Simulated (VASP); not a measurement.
NiO: band structure with PBE

**The experiment to reproduce.**

“Local correlations, non-local screening, multiplets, and band formation in NiO”, 2012, arxiv:1210.6675 quotes, for a bulk crystal of NiO: band gap 4.3 eV.

NiO:

```
Ni O
1.0
     0.00000    2.08590    2.08590
     2.08590    0.00000    2.08590
     2.08590    2.08590    0.00000
Ni O
1 1
Direct
  0.00000 0.00000 0.00000
  0.50000 0.50000 0.50000
```

```json
{"Program": "VASP 6.6.1", "Task": "band structure", "Functional": "PBE", "Potentials or basis": "VASP PAW PBE potentials, release 64 (Ni_sv_GW, O_GW)", "Cutoff": "600 eV", "k mesh": "11 × 11 × 11", "Occupations": "fermi-dirac, width 0.05 eV", "Spin": "collinear spin, ferromagnetic start", "Starting moments": "[1.0, 0.0] μB", "Further INCAR settings": "ALGO = Normal; EDIFF = 1e-06"}
```

The pressure is 3.5 GPa, the band gap along the path is none (metal or under the smearing width) and the net moment is 1.74 μB per cell. The site moments are Ni +1.44; O +0.27 μB. The valence electrons inside the program's atomic spheres are Ni 16.17; O 4.91.

Levels at the corners of the path, in eV from the Fermi level:
Spin up:
```
point  band 11  band 12  band 13  band 14  band 15  band 16
    Γ    -2.66    -2.66    -2.66     1.48    17.75    18.83
    X    -2.24    -1.64    -1.64     6.07    10.53    12.17
    X    -2.24    -1.64    -1.64     6.07    10.53    12.17
    W    -1.90    -1.64    -1.26     8.43    10.63    10.63
    W    -1.90    -1.64    -1.26     8.43    10.63    10.63
    K    -1.76    -1.53    -1.18     7.73    10.27    10.47
    K    -1.76    -1.53    -1.18     7.73    10.27    10.47
    Γ    -2.66    -2.66    -2.66     1.48    17.75    18.83
    Γ    -2.66    -2.66    -2.66     1.48    17.75    18.83
    L    -1.42     0.29     0.29     5.53     9.94    13.97
    L    -1.42     0.29     0.29     5.53     9.94    13.97
    U    -1.76    -1.53    -1.18     7.73    10.27    10.47
    U    -1.76    -1.53    -1.18     7.73    10.27    10.47
    W    -1.90    -1.64    -1.26     8.43    10.63    10.63
    W    -1.90    -1.64    -1.26     8.43    10.63    10.63
    L    -1.42     0.29     0.29     5.53     9.94    13.97
    L    -1.42     0.29     0.29     5.53     9.94    13.97
    K    -1.76    -1.53    -1.18     7.73    10.27    10.47
    U    -1.76    -1.53    -1.18     7.73    10.27    10.47
    X    -2.24    -1.64    -1.64     6.07    10.53    12.17
```
Spin down:
```tsv
point	band 8	band 9	band 10	band 11	band 12	band 13	band 14	band 15
Γ	-2.57	-1.86	-1.86	-1.86	-0.58	-0.58	1.83	17.69
X	-3.93	-2.85	-0.75	-0.75	-0.15	0.40	6.52	10.89
X	-3.93	-2.85	-0.75	-0.75	-0.15	0.40	6.52	10.89
W	-5.24	-1.09	-1.09	-0.75	0.27	1.01	8.97	10.95
W	-5.24	-1.09	-1.09	-0.75	0.27	1.01	8.97	10.95
K	-4.47	-1.66	-0.88	-0.66	0.53	1.03	8.17	10.61
K	-4.47	-1.66	-0.88	-0.66	0.53	1.03	8.17	10.61
Γ	-2.57	-1.86	-1.86	-1.86	-0.58	-0.58	1.83	17.69
Γ	-2.57	-1.86	-1.86	-1.86	-0.58	-0.58	1.83	17.69
L	-4.87	-0.95	-0.95	-0.57	2.25	2.25	5.71	10.45
L	-4.87	-0.95	-0.95	-0.57	2.25	2.25	5.71	10.45
U	-4.47	-1.66	-0.88	-0.66	0.53	1.03	8.17	10.61
U	-4.47	-1.66	-0.88	-0.66	0.53	1.03	8.17	10.61
W	-5.24	-1.09	-1.09	-0.75	0.27	1.01	8.97	10.95
W	-5.24	-1.09	-1.09	-0.75	0.27	1.01	8.97	10.95
L	-4.87	-0.95	-0.95	-0.57	2.25	2.25	5.71	10.45
L	-4.87	-0.95	-0.95	-0.57	2.25	2.25	5.71	10.45
K	-4.47	-1.66	-0.88	-0.66	0.53	1.03	8.17	10.61
U	-4.47	-1.66	-0.88	-0.66	0.53	1.03	8.17	10.61
X	-3.93	-2.85	-0.75	-0.75	-0.15	0.40	6.52	10.89
```

Wall time 54 s on 1 thread of Intel(R) Xeon(R) 6975P-C (Granite Rapids), with other jobs on the host, peak memory 0.22 GiB.

A measured gap of NiO is 4.3 eV (quoted in “Local correlations, non-local screening, multiplets, and band formation in NiO”, 2012, arxiv:1210.6675); the calculated 0.00 eV misses it by -4.30 eV. So large a miss can be the level of theory's own, or it may mean another phase, state or a wrong row. The value is that of PBE, without temperature or zero-point motion. Semilocal functionals fall short of measured gaps as a rule. The run's magnetic order (collinear spin, ferromagnetic start) needn't be the measured crystal's.

Caveat: a cell with one magnetic atom can't hold antiferromagnetic order, which such compounds often take; semilocal functionals often make such compounds metallic where correlation or magnetic order opens a gap, which also shifts bond lengths.
